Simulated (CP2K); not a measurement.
**InAs under changes of volume**

One of the cells (27.489 Å³/atom); the others are scaled copies at fixed shape and fractional positions:

```
In As
1.0
     4.26810    0.00000    0.00000
     2.13405    3.69628    0.00000
     2.13405    1.23209    3.48489
In As
1 1
Direct
  0.00000 0.00000 0.00000
  0.75000 0.75000 0.75000
```

- Program: CP2K 2026.2
- Functional: LDA
- Potentials or basis: GTH_POTENTIALS In GTH-PADE-q13, As GTH-PADE-q5; TZVP-MOLOPT-PBE-GTH basis
- Density cutoff: 6123 eV
- k mesh: 8 × 8 × 8
- Occupations: fermi-dirac, width 0.01 eV
- Spin: no spin polarisation

| volume (Å³/atom) | energy over the lowest point (meV/atom) | pressure (GPa) |
| --- | --- | --- |
| 25.840 | ? | ? |
| 26.389 | 8.67 | 2.7 |
| 26.939 | 2.02 | 1.2 |
| 27.489 | 0.00 | 0.0 |
| 28.039 | 2.11 | -1.2 |
| 28.588 | 7.91 | -2.2 |
| 29.138 | 16.99 | -3.1 |

Problem. What does the run at 25.840 Å³/atom give?

Solution. Energy over the lowest point 20.52 meV/atom; pressure 4.3 GPa.

Worked out: A Birch-Murnaghan fit of order 3 (a polynomial in V^(-2/3)) to the other rows has its minimum at 27.47 Å³/atom with B0 = V·E''(V) = 60 GPa and B' = 4.7. It gives 20.50 meV/atom at 25.840 Å³/atom, against the run's 20.52, and -dE/dV = 4.3 GPa, against 4.3.

Energies are extrapolated to zero smearing.

Caveats: the basis of atomic orbitals isn't converged, which shifts pressures, moduli and gaps.
